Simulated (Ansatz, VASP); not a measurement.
# One calculation of Be, two programs

```
Be
1.0
     2.22952    0.00000    0.00000
    -1.11476    1.93082    0.00000
     0.00000    0.00000    3.50833
Be
2
Direct
  0.33333 0.66667 0.25000
  0.66667 0.33333 0.75000
```

Alike in both runs: task single point; functional LDA; k mesh 16 × 16 × 9; no spin polarisation.

|  | VASP | Ansatz |
| --- | --- | --- |
| version | VASP 6.6.1 | Ansatz 0.2.0 |
| potentials or method | VASP PAW LDA potentials, release 64 (Be) | plane waves (420 eV) with PAW, scalar-relativistic |
| plane-wave cutoff (eV) | 520 | 420 |
| occupations | methfessel-paxton of order 1, width 1 eV | cold, width 1 eV |
| valence electrons in the cell | 4 | 4 |

Ansatz gave:

* pressure (GPa): -0.2
* largest component of the traceless stress (GPa): 0.58

Q: Which values does VASP return?

A: Pressure (GPa): 0.1; largest component of the traceless stress (GPa): 0.06.

Ansatz warned: «pseudo_functional_mismatch».
